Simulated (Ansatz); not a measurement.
MnS:

```
CELL_PARAMETERS angstrom
3.95358 0.00000 0.00000
-1.97679 3.42390 0.00000
0.00000 0.00000 6.34253
ATOMIC_POSITIONS crystal
Mn 0.66667 0.33333 0.49884
Mn 0.33333 0.66667 0.99884
S 0.33333 0.66667 0.62615
S 0.66667 0.33333 0.12615
```

The cell is a database's computed one.

Alike in all runs: program Ansatz 0.2.0; functional PBE; potentials or basis Ansatz PAW; cutoff 420 eV (not typed: the program's choice for these potentials); k mesh 8 × 8 × 4; occupations fermi-dirac, width 0.05 eV.

Starts and where they ended:

| start | free energy over the lowest (meV/atom) | net moment (μB) | site or absolute moments (μB) | gap |
| --- | --- | --- | --- | --- |
| collinear spin, random start of up to 2.76 μB | 0.0 | 0.00 | Mn +3.96, -3.96; S +0.05, -0.05 | 0.83 eV |
| collinear spin, ferromagnetic start of up to 4 μB | 116.4 | 9.85 | Mn +4.10; S +0.13 | none (metal or under the smearing width) |
| collinear spin, ferrimagnetic start of up to 4 μB | 0.0 | 0.00 | Mn +3.96, -3.96; S +0.05, -0.05 | 0.83 eV |
| collinear spin, antiferromagnetic start of up to 4 μB | 0.0 | 0.00 | Mn +3.96, -3.96; S +0.05, -0.05 | 0.83 eV |
| no spin polarisation | 880.7 | - | - | none (metal or under the smearing width) |

The spin-polarised runs without a constraint all converged, yet they end up to 116 meV/atom apart: a converged run can sit in a state that isn't the lowest. Allowing spin polarisation gains 881 meV/atom. A still lower state may exist.

Caveats: semilocal functionals often make such compounds metallic where correlation or magnetic order opens a gap, which also shifts bond lengths (some runs); the magnetic or orbital state may not be the lowest (some runs).
